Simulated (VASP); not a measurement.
# AlN (P6_3mc) in VASP: further runs

Runs on AlN. Level: PBE. Tasks: relaxation of cell and atoms.

Program: VASP 6.6.1. These are calculated values, not measurements. Logs are shortened: lines on timing, memory, paths and dates and some standing lists are left out, and cuts for length are marked.

## (1) The structure

Symmetry: P6_3mc, No. 186, hexagonal system. The conventional cell has a = 3.113 Å, b = 3.113 Å, c = 4.981 Å, α = 90.00°, β = 90.00°, γ = 120.00°. Al (site symmetry 3m) has 4 N at 1.89 Å as nearest neighbours. N (site symmetry 3m) has 4 Al at 1.89 Å as nearest neighbours.

## (2) Relaxation of cell and atoms, PBE

INCAR reads:

```
PREC     = Accurate       # precision mode
ENCUT    = 520            # plane-wave cutoff, eV
EDIFF    = 1E-7           # SCF threshold, eV
ISMEAR   = 0              # smearing method
SIGMA    = 0.02           # smearing width, eV
LREAL    = False          # projectors in reciprocal space
LASPH    = True           # aspherical terms in the spheres
NELM     = 60             # most SCF steps
ALGO     = Normal         # electronic algorithm
ISIF     = 3              # what is computed and relaxed
LWAVE    = False          # write WAVECAR
LCHARG   = False          # write CHGCAR
GGA      = PE             # functional
IBRION   = 2              # ionic algorithm
NSW      = 80             # ionic steps
EDIFFG   = -0.002         # ionic threshold
```

KPOINTS reads:

```
Automatic mesh
0
Gamma
  6 6 2
```

POSCAR reads:

```
AlN
1.0
    3.1130000000      0.0000000000      0.0000000000
   -1.5565000000      2.6959370800      0.0000000000
    0.0000000000      0.0000000000      4.9810000000
Al N
2 2
Direct
    0.3333333300      0.6666666700      0.0000000000
    0.6666666700      0.3333333300      0.5000000000
    0.3333333300      0.6666666700      0.3800000000
    0.6666666700      0.3333333300      0.8800000000
```

Potentials or basis: VASP PAW PBE potentials, release 64 (Al, N).

Launch:

```sh
$ cat potpaw_PBE.64/Al/POTCAR potpaw_PBE.64/N/POTCAR > POTCAR
$ mpirun -np 1 vasp_std > vasp.out
```

OUTCAR:

```text
PREC = Accurate
   ENCUT = 520
   EDIFF = 1E-7
   ISMEAR = 0
   LREAL = False
   LASPH = True
   NELM = 60
   ISIF = 3
   GGA = PE
   IBRION = 2
   NSW = 80
   EDIFFG = -0.002

 ion  position               nearest neighbor table
   1  0.333  0.667  0.000-   3 1.89   4 1.89   4 1.89   4 1.89   2 3.07   2 3.07   2 3.07   2 3.07
                             2 3.07   2 3.07
   2  0.667  0.333  0.500-   4 1.89   3 1.89   3 1.89   3 1.89   1 3.07   1 3.07   1 3.07   1 3.07
                             1 3.07   1 3.07
   3  0.333  0.667  0.380-   1 1.89   2 1.89   2 1.89   2 1.89
   4  0.667  0.333  0.880-   2 1.89   1 1.89   1 1.89   1 1.89

  LATTYP: Found a hexagonal cell.
 ALAT       =     3.1130000000
 C/A-ratio  =     1.6000642467

  Lattice vectors:

 A1 = (   3.1130000000,   0.0000000000,   0.0000000000)
 A2 = (  -1.5565000000,   2.6959370800,   0.0000000000)
 A3 = (   0.0000000000,   0.0000000000,   4.9810000000)

Analysis of symmetry for initial positions (statically):
=====================================================================
 Subroutine PRICEL returns:
 Original cell was already a primitive cell.

 Routine SETGRP: Setting up the symmetry group for a
 hexagonal supercell.

 Subroutine GETGRP returns: Found 12 space group operations
 (whereof  6 operations were pure point group operations)
 out of a pool of 24 trial point group operations.

The static configuration has the point symmetry C_3v.
 The point group associated with its full space group is C_6v.

Analysis of symmetry for dynamics (positions and initial velocities):
=====================================================================
 Subroutine PRICEL returns:
 Original cell was already a primitive cell.

 Routine SETGRP: Setting up the symmetry group for a
 hexagonal supercell.

 Subroutine GETGRP returns: Found 12 space group operations
 (whereof  6 operations were pure point group operations)
 out of a pool of 24 trial point group operations.

The dynamic configuration has the point symmetry C_3v.
 The point group associated with its full space group is C_6v.

 Subroutine INISYM returns: Found 12 space group operations
 (whereof  6 operations are pure point group operations),
 and found     1 'primitive' translations

----------------------------------------------------------------------------------------

                                     Primitive cell

  volume of cell :      41.8028

  direct lattice vectors                    reciprocal lattice vectors
[... 77 lines left out ...]
   LASPH  =      T    aspherical Exc in radial PAW
   ENCUT  =  520.0 eV  38.22 Ry    6.18 a.u.   5.79  5.79  9.26*2*pi/ulx,y,z
   NELM   =     60;   NELMIN=  2; NELMDL= -5     # of ELM steps
   EDIFF  = 0.1E-06   stopping-criterion for ELM
   LREAL  =      F    real-space projection
   EDIFFG = -.2E-02   stopping-criterion for IOM
   NSW    =     80    number of steps for IOM
   IBRION =      2    ionic relax: 0-MD 1-quasi-New 2-CG
   NFREE  =      1    steps in history (QN), initial steepest desc. (CG)
   ISIF   =      3    stress and relaxation
   ISYM   =      2    0-nonsym 1-usesym 2-fastsym
   POTIM  = 0.5000    time-step for ionic-motion
   TEBEG  =    0.0;   TEEND  =   0.0 temperature during run
   PSTRESS=    0.0 pullay stress
   NELECT =      16.0000    total number of electrons
   NUPDOWN=      -1.0000    fix difference up-down
   EMIN   =  10.00;   EMAX   =-10.00  energy-range for DOS
   EFERMI =   0.00;   METHOD = LEGACY
   ISMEAR =     0;   SIGMA  =   0.02  broadening in eV -4-tet -1-fermi 0-gaus
   EFERMI_NEDOS =   21; number of points for ismear=-14 and -15
   IALGO  =     38    algorithm
   IMIX   =      4    mixing-type and parameters
     AMIX     =   0.40;   BMIX     =  1.00
     AMIX_MAG =   1.60;   BMIX_MAG =  1.00
  volume/ion in A,a.u.               =      10.45        70.52
  Fermi-wavevector in a.u.,A,eV,Ry     =   1.188629  2.246183 19.222843  1.412839
  Thomas-Fermi vector in A             =   2.324754
   LORBIT       =      0    0 simple, 1 ext, 2 COOP (PROOUT), +10 PAW based schemes
   GGA     = PE    functional components
   LHFCALC =     F    Hartree Fock is set to
   AEXX    =    0.0000 exact exchange contribution
   IVDW    =     0    specifies the selected vdW correction
   LEPSILON=     F    determine dielectric tensor
   LRPA    =     F    only Hartree local field effects (RPA)
 conjugate gradient relaxation of ions
 non-spin polarized calculation
 Gauss-broadening in eV      SIGMA  =   0.02
  energy-cutoff  :      520.00
  volume of cell :       41.80
 maximum number of plane-waves:      1152
 NGX is ok and might be reduce to    24
   NGX = 11   NGY = 11   NGZ = 19

--------------------------------------- Ionic step        1  -------------------------------------------

 number of electron      15.9999997 magnetization

 Free energy of the ion-electron system (eV)
  ---------------------------------------------------
  ext. energy  EPLUGINS =         0.00000000
  ---------------------------------------------------
  free energy    TOTEN  =       -29.76978075 eV

  energy without entropy =      -29.76978075  energy(sigma->0) =      -29.76978075

------------------------ aborting loop because EDIFF is reached ----------------------------------------

  FORCE on cell =-STRESS in cart. coord.  units (eV):
  Direction    XX          YY          ZZ          XY          YZ          ZX
  --------------------------------------------------------------------------------------
  -------------------------------------------------------------------------------------
  Total        0.7467150      0.7467150      1.1880626      0.0000000      0.0000000     -0.0000000
  in kB       28.6193701     28.6193701     45.5349100      0.0000000      0.0000000     -0.0000000
  external PRESSURE =      34.2578834 kB  Pullay stress =       0.0000000 kB
[... 253 lines left out ...]
--------------------------------------- Ionic step        8  -------------------------------------------

 number of electron      15.9999998 magnetization

 Free energy of the ion-electron system (eV)
  ---------------------------------------------------
  ext. energy  EPLUGINS =         0.00000000
  ---------------------------------------------------
  free energy    TOTEN  =       -29.77851015 eV

  energy without entropy =      -29.77851015  energy(sigma->0) =      -29.77851015

 E-fermi :   6.0913     XC(G=0): -10.8334

 val. band max:        5.9777994506   @ k =   0.0000   0.0000   0.0000
 cond. band min:      10.0351868431   @ k =   0.0000   0.0000   0.0000
 fundamental gap:      4.0573873926
 Fermi energy:         6.0913237518

 k-point     1 :       0.0000    0.0000    0.0000
  band No.  band energies     occupation
      1      -9.0972      2.00000
      2      -7.0108      2.00000
      3       0.0657      2.00000
      4       5.1346      2.00000
      5       5.1346      2.00000
      6       5.7769      2.00000
      7       5.7769      2.00000
      8       5.9778      2.00000
      9      10.0352      0.00000
     10      12.5024      0.00000
     11      16.4460      0.00000
     12      17.0186      0.00000
[... 224 lines left out ...]
  FREE ENERGIE OF THE ION-ELECTRON SYSTEM (eV)
  ---------------------------------------------------
  free  energy   TOTEN  =       -29.7785101532 eV

  energy  without entropy=      -29.7785101532  energy(sigma->0) =      -29.77851015

 reached required accuracy - stopping structural energy minimisation
```

OSZICAR:

```text
N       E                     dE             d eps       ncg     rms          rms(c)
DAV:   1     0.490914796620E+02    0.49091E+02   -0.75336E+03   336   0.119E+03
DAV:   2    -0.308876166430E+02   -0.79979E+02   -0.73644E+02   488   0.224E+02
DAV:   3    -0.344904814628E+02   -0.36029E+01   -0.35959E+01   440   0.516E+01
DAV:   4    -0.345172951497E+02   -0.26814E-01   -0.26807E-01   372   0.518E+00
[... 54 lines left out ...]
   7 F= -.29778509E+02 E0= -.29778509E+02  d E =-.402578E-05
       N       E                     dE             d eps       ncg     rms          rms(c)
DAV:   1    -0.297785104457E+02   -0.12258E-05   -0.10981E-04   336   0.968E-02    0.451E-03
DAV:   2    -0.297785102210E+02    0.22465E-06   -0.26518E-06   384   0.141E-02    0.206E-03
DAV:   3    -0.297785101532E+02    0.67885E-07   -0.22200E-07   208   0.442E-03
   8 F= -.29778510E+02 E0= -.29778510E+02  d E =-.502193E-05
```

CONTCAR:

```text
AlN
   1.00000000000000
     3.1283790023405804   -0.0000000000000000   -0.0000000000000000
    -1.5641895011702902    2.7092556866824191    0.0000000000000000
     0.0000000000000000    0.0000000000000000    5.0163413356892379
  Al              N
     2     2
Direct
     0.3333333300000021    0.6666666699999979    0.9992479748029430
     0.6666666699999979    0.3333333300000021    0.4992479748029430
     0.3333333300000021    0.6666666699999979    0.3807520251970596
     0.6666666699999979    0.3333333300000021    0.8807520251970595

  0.00000000E+00  0.00000000E+00  0.00000000E+00
  0.00000000E+00  0.00000000E+00  0.00000000E+00
  0.00000000E+00  0.00000000E+00  0.00000000E+00
  0.00000000E+00  0.00000000E+00  0.00000000E+00
```

Run time: 25 s. Hardware: 1 thread of Intel Xeon Platinum 8488C (Sapphire Rapids), shared host; peak memory 0.15 GiB.

Results:

```yaml
Free_energy: -29.7785 eV
Relaxed_volume: 10.63 Å³/atom
Relaxed_cell: a = 3.128 Å, b = 3.128 Å, c = 5.016 Å, α = 90.00°, β = 90.00°, γ = 120.00°
Space_group_after_relaxing_to_0.05_Å: P6_3mc (No. 186)
Energy_gained_by_relaxing: 2.2 meV/atom
Ionic_steps: 8
Pressure_after_relaxing: 0.0 GPa
Band_gap_on_the_k_mesh: 4.06 eV, direct
```

Step by step:
| step | energy change (eV) | largest force (eV/Å) | pressure (GPa) | volume (Å³) |
| --- | --- | --- | --- | --- |
| 1 | 0.0000 | 0.1307 | 3.43 | 41.80 |
| 2 | -0.0018 | 0.0935 | -2.88 | 43.17 |
| 3 | -0.0087 | 0.0034 | 0.00 | 42.52 |
| 4 | -0.0087 | 0.0057 | 0.07 | 42.50 |
| 5 | -0.0087 | 0.0069 | 0.05 | 42.50 |
| 6 | -0.0087 | 0.0074 | 0.04 | 42.51 |
| 7 | -0.0087 | 0.0022 | -0.03 | 42.52 |
| 8 | -0.0087 | 0.0006 | -0.01 | 42.52 |

Final structure:
```yaml
crystal:
  lattice:
    - [3.12838, 0.00000, 0.00000]
    - [-1.56419, 2.70926, 0.00000]
    - [0.00000, 0.00000, 5.01634]
  atoms:
    - { symbol: Al, position: [0.33333, 0.66667, 0.99925] }
    - { symbol: Al, position: [0.66667, 0.33333, 0.49925] }
    - { symbol: N, position: [0.33333, 0.66667, 0.38075] }
    - { symbol: N, position: [0.66667, 0.33333, 0.88075] }
```

Caveat: the k mesh is coarse (spacing up to 0.63 Å⁻¹), so the values aren't converged. PBE usually gives volumes a little too large and moduli too small.

## (3) Relaxation of cell and atoms, PBE

This run uses another cell than the first one, of 10.63 Å³/atom, 1.017 times its volume.

INCAR is that of step 2.

KPOINTS is that of step 2.

POSCAR reads:

```
AlN                                     
1.0
    3.1283790023     -0.0000000000     -0.0000000000
   -1.5641895012      2.7092556867      0.0000000000
    0.0000000000      0.0000000000      5.0163413357
  Al              N             
     2     2
Direct
     0.3333333300000021    0.6666666699999979    0.9992479748029430
     0.6666666699999979    0.3333333300000021    0.4992479748029430
     0.3333333300000021    0.6666666699999979    0.3807520251970596
     0.6666666699999979    0.3333333300000021    0.8807520251970595
```

Potentials or basis: VASP PAW PBE potentials, release 64 (Al, N).

Launch:

```sh
$ cat potpaw_PBE.64/Al/POTCAR potpaw_PBE.64/N/POTCAR > POTCAR
$ mpirun -np 1 vasp_std > vasp.out
```

OUTCAR:

```text
PREC = Accurate
   ENCUT = 520
   EDIFF = 1E-7
   ISMEAR = 0
   LREAL = False
   LASPH = True
   NELM = 60
   ISIF = 3
   GGA = PE
   IBRION = 2
   NSW = 80
   EDIFFG = -0.002

 ion  position               nearest neighbor table
   1  0.333  0.667  0.999-   4 1.90   4 1.90   4 1.90   3 1.91   2 3.09   2 3.09   2 3.09   2 3.09
                             2 3.09   2 3.09
   2  0.667  0.333  0.499-   3 1.90   3 1.90   3 1.90   4 1.91   1 3.09   1 3.09   1 3.09   1 3.09
                             1 3.09   1 3.09
   3  0.333  0.667  0.381-   2 1.90   2 1.90   2 1.90   1 1.91
   4  0.667  0.333  0.881-   1 1.90   1 1.90   1 1.90   2 1.91

  LATTYP: Found a hexagonal cell.
 ALAT       =     3.1283790023
 C/A-ratio  =     1.6034953987

  Lattice vectors:

 A1 = (   3.1283790023,   0.0000000000,   0.0000000000)
 A2 = (  -1.5641895012,   2.7092556867,   0.0000000000)
 A3 = (   0.0000000000,   0.0000000000,   5.0163413357)

Analysis of symmetry for initial positions (statically):
=====================================================================
 Subroutine PRICEL returns:
 Original cell was already a primitive cell.

 Routine SETGRP: Setting up the symmetry group for a
 hexagonal supercell.

 Subroutine GETGRP returns: Found 12 space group operations
 (whereof  6 operations were pure point group operations)
 out of a pool of 24 trial point group operations.

The static configuration has the point symmetry C_3v.
 The point group associated with its full space group is C_6v.

Analysis of symmetry for dynamics (positions and initial velocities):
=====================================================================
 Subroutine PRICEL returns:
 Original cell was already a primitive cell.

 Routine SETGRP: Setting up the symmetry group for a
 hexagonal supercell.

 Subroutine GETGRP returns: Found 12 space group operations
 (whereof  6 operations were pure point group operations)
 out of a pool of 24 trial point group operations.

The dynamic configuration has the point symmetry C_3v.
 The point group associated with its full space group is C_6v.

 Subroutine INISYM returns: Found 12 space group operations
[... 129 lines left out ...]

 number of electron      15.9999998 magnetization

 Free energy of the ion-electron system (eV)
  ---------------------------------------------------
  ext. energy  EPLUGINS =         0.00000000
  ---------------------------------------------------
  free energy    TOTEN  =       -29.77890709 eV

  energy without entropy =      -29.77890709  energy(sigma->0) =      -29.77890709

 E-fermi :   6.0913     XC(G=0): -10.8334

 val. band max:        5.9778501625   @ k =   0.0000   0.0000   0.0000
 cond. band min:      10.0351688612   @ k =   0.0000   0.0000   0.0000
 fundamental gap:      4.0573186987
 Fermi energy:         6.0912972811

 k-point     1 :       0.0000    0.0000    0.0000
  band No.  band energies     occupation
      1      -9.0973      2.00000
      2      -7.0108      2.00000
      3       0.0658      2.00000
      4       5.1346      2.00000
      5       5.1346      2.00000
      6       5.7769      2.00000
      7       5.7769      2.00000
      8       5.9779      2.00000
      9      10.0352      0.00000
     10      12.5024      0.00000
     11      16.4460      0.00000
     12      17.0186      0.00000
[... 181 lines left out ...]
 k-point    14 :       0.3333    0.3333    0.5000
  band No.  band energies     occupation
      1      -6.6175      2.00000
      2      -6.6175      2.00000
      3       1.1976      2.00000
      4       1.1976      2.00000
      5       2.1870      2.00000
      6       2.1870      2.00000
      7       5.1879      2.00000
      8       5.1879      2.00000
      9      13.3397      0.00000
     10      13.3397      0.00000
     11      13.6953      0.00000
     12      13.6953      0.00000

------------------------ aborting loop because EDIFF is reached ----------------------------------------

  FORCE on cell =-STRESS in cart. coord.  units (eV):
  Direction    XX          YY          ZZ          XY          YZ          ZX
  --------------------------------------------------------------------------------------
  -------------------------------------------------------------------------------------
  Total        0.0009260      0.0009260     -0.0026260     -0.0000000     -0.0000000     -0.0000000
  in kB        0.0348959      0.0348959     -0.0989584     -0.0000000     -0.0000000     -0.0000000
  external PRESSURE =      -0.0097222 kB  Pullay stress =       0.0000000 kB

 VOLUME and BASIS-vectors are now :
 -----------------------------------------------------------------------------
  energy-cutoff  :      520.00
  volume of cell :       42.52
      direct lattice vectors                 reciprocal lattice vectors
     3.128379002  0.000000000  0.000000000     0.319654364  0.184552533  0.000000000
    -1.564189501  2.709255687  0.000000000     0.000000000  0.369105066  0.000000000
     0.000000000  0.000000000  5.016341336     0.000000000  0.000000000  0.199348476

 POSITION                                       TOTAL-FORCE (eV/Angst)
 -----------------------------------------------------------------------------------
     -0.00000      1.80617      5.01257         0.000000      0.000000     -0.000558
      1.56419      0.90309      2.50440        -0.000000      0.000000     -0.000558
     -0.00000      1.80617      1.90998         0.000000     -0.000000      0.000558
      1.56419      0.90309      4.41815        -0.000000      0.000000      0.000558
 -----------------------------------------------------------------------------------
    total drift:                               -0.000009      0.000005      0.000575

  FREE ENERGIE OF THE ION-ELECTRON SYSTEM (eV)
  ---------------------------------------------------
  free  energy   TOTEN  =       -29.7789070874 eV

  energy  without entropy=      -29.7789070874  energy(sigma->0) =      -29.77890709

 reached required accuracy - stopping structural energy minimisation
```

CONTCAR:

```text
AlN
   1.00000000000000
     3.1283790023000000    0.0000000000000000    0.0000000000000000
    -1.5641895012000000    2.7092556867000002    0.0000000000000000
     0.0000000000000000    0.0000000000000000    5.0163413357000000
  Al              N
     2     2
Direct
     0.3333333300000021    0.6666666699999979    0.9992479748029410
     0.6666666699999979    0.3333333300000021    0.4992479748029410
     0.3333333300000021    0.6666666699999979    0.3807520251970615
     0.6666666699999979    0.3333333300000021    0.8807520251970615

  0.00000000E+00  0.00000000E+00  0.00000000E+00
  0.00000000E+00  0.00000000E+00  0.00000000E+00
  0.00000000E+00  0.00000000E+00  0.00000000E+00
  0.00000000E+00  0.00000000E+00  0.00000000E+00
```

Run time: 6.8 s. Hardware: 1 thread of Intel Xeon Platinum 8488C (Sapphire Rapids), shared host; peak memory 0.14 GiB.

Results:

* Free energy: -29.7789 eV
* Pressure after relaxing: 0.0 GPa
* Band gap on the k mesh: 4.06 eV, direct

Final structure:
```xyz
4
Lattice="3.1284 0.0000 0.0000 -1.5642 2.7093 0.0000 0.0000 0.0000 5.0163" Properties=species:S:1:pos:R:3 pbc="T T T"
Al    0.0000    1.8062    5.0126
Al    1.5642    0.9031    2.5044
N     0.0000    1.8062    1.9100
N     1.5642    0.9031    4.4182
```

Caveat: the k mesh is coarse (spacing up to 0.63 Å⁻¹), so the values aren't converged; the relaxation stopped at its first step, so nothing moved. Expect the measured gap to be larger: semilocal functionals such as PBE lack the derivative discontinuity.
